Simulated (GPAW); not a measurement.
Ge: single point with PBEsol

Ge:

```
CELL_PARAMETERS angstrom
4.33682 -2.99861 0.00000
4.33682 2.99861 0.00000
0.00000 0.00000 5.75046
ATOMIC_POSITIONS crystal
Ge 0.16760 0.83240 0.65800
Ge 0.83240 0.16760 0.34200
Ge 0.33240 0.66760 0.15800
Ge 0.66760 0.33240 0.84200
Ge 0.20799 0.20799 0.00000
Ge 0.70799 0.70799 0.50000
Ge 0.79201 0.79201 0.00000
Ge 0.29201 0.29201 0.50000
```

This isn't the form of Ge at room conditions, which is diamond.

| Quantity | Value |
| --- | --- |
| Program | GPAW 26.7.0 |
| Task | single point |
| Functional | PBEsol |
| Potentials or basis | PAW data sets generated in the run's folder for this functional |
| Cutoff | 600 eV |
| Basis | pw |
| k mesh | 6 × 6 × 5 |
| Occupations | fermi-dirac, width 0.05 eV |
| Spin | no spin polarisation |
| Maxiter | 150 |

```yaml
Pressure: -0.4 GPa
Largest_force: 0.052 eV/Å
Band_gap_on_the_k_mesh: none (metal or under the smearing width)
```

Forces on the atoms (eV/Å):
```
Ge   0.000 -0.037  0.036
Ge   0.000  0.037 -0.036
Ge   0.000  0.037  0.036
Ge   0.000 -0.037 -0.036
Ge  -0.040  0.000  0.000
Ge  -0.040  0.000  0.000
Ge   0.040  0.000  0.000
Ge   0.040  0.000  0.000
```

Stress tensor (GPa, compression positive):
```
 0.01  0.00  0.00
 0.00 -0.72  0.00
 0.00  0.00 -0.54
```

Levels at points of the mesh, in eV from the Fermi level:
| k point | band 14 | band 15 | band 16 | band 17 | band 18 | band 19 |
| --- | --- | --- | --- | --- | --- | --- |
| (0.00, 0.00, 0.00) | -2.01 | -1.96 | -1.81 | -1.19 | -1.11 | -0.09 |
| (0.50, 0.00, 0.00) | -2.29 | 0.07 | 0.07 | 1.01 | 1.01 | 1.50 |
| (0.50, 0.50, 0.00) | -1.14 | -0.29 | -0.17 | 2.22 | 2.25 | 3.02 |

It took 2.6 min on 1 thread of Arm Neoverse V1 (shared host), peak memory 0.38 GiB.
